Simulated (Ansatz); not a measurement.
## A series in amplitude on TaN

Results calculated with Ansatz 0.2.0, not measured. A normal mode of the cell frozen into a crystal at growing amplitude, by plane-wave density functional theory with PAW datasets, free energies less that of the undisturbed cell, pressure positive in compression; scalar-relativistic.

The cell before atoms are moved (space group P-6m2, No. 187):
```
CELL_PARAMETERS angstrom
0.00000 0.00000 2.89780
2.95020 0.00000 0.00000
0.00000 5.10990 0.00000
ATOMIC_POSITIONS crystal
Ta 0.50000 0.00000 0.33330
Ta 0.50000 0.50000 0.83330
N 0.00000 0.50000 0.50000
N 0.00000 0.00000 0.00000
```

Settings of every row: functional PBE; dispersion none; spin none; wave cutoff 420 eV; k mesh 20x20x12; occupations gaussian; smearing width 0.15 eV; k shift 0x0x0; start relaxed.

Atom:
```csv
element,mode x (displacement for amplitude 1),mode y (displacement for amplitude 1),mode z (displacement for amplitude 1)
Ta,0,-0.0774,0
Ta,0,-0.0774,0
N,0,1,0
N,0,1,0
```

Limits: no spin-orbit coupling, which can matter with elements this heavy.

```csv
row,amplitude (Å of the largest displacement),force along mode (eV/Å),energy change (meV a cell),pressure (GPa)
1,-0.12,3.1913,198.2,1.985
2,-0.09,?,?,?
3,-0.06,1.6799,51.1,0.53
4,0,-0.0002,0,0.004
5,0.03,-0.8856,13.2,0.144
6,0.09,-2.734,121.3,1.311
7,0.12,-3.6962,217.7,2.367
```

Question: what force along mode and energy change should row 2 give?

Worked fit of force along mode. Take t = amplitude, in Å of the largest displacement. The shown rows have t = -0.12, -0.06, 0, 0.03, 0.09, 0.12. Least squares give force along mode = 0.00168 − 28.75622 × t − 17.6212 × t² eV/Å; a straight line predicts inner rows, each left out in turn, worse (root mean square 0.11 against 0.014 eV/Å). The rows lie off it by -0.0074, 0.0163, -0.0019, -0.0087, -0.0049, 0.0066 (root mean square 0.0088 eV/Å), a smooth pattern that one more power would take up: the form is only approximate. The withheld row has t = -0.09, so the fit gives 0.00168 − 28.75622 × (-0.09) − 17.6212 × (-0.09)² = 2.4470 eV/Å.

The calculation gave 2.461 eV/Å. The fit lies 0.0140 eV/Å (0.2 % of the column's range) below it; its largest miss of a shown row is 0.0163 eV/Å.

Worked fit of energy change. Take t = amplitude, in Å of the largest displacement. The shown rows have t = -0.12, -0.06, 0, 0.03, 0.09, 0.12. Least squares give energy change = −0.01 + 67.49 × t + 14433.3 × t² meV a cell; a straight line predicts inner rows, each left out in turn, worse (root mean square 86 against 3 meV a cell). The rows lie off it by -1.5, 3.2, 0.0, -1.8, -1.7, 1.8 (root mean square 1.9 meV a cell), a smooth pattern that one more power would take up: the form is only approximate. The withheld row has t = -0.09, so the fit gives −0.01 + 67.49 × (-0.09) + 14433.3 × (-0.09)² = 110.8 meV a cell.

The calculation gave 113.3 meV a cell. The fit lies 2.5 meV a cell (2.2 % of the value, 1.1 % of the column's range) below it; its largest miss of a shown row is 3.2 meV a cell.

The other values of row 2: pressure 1.154 GPa.
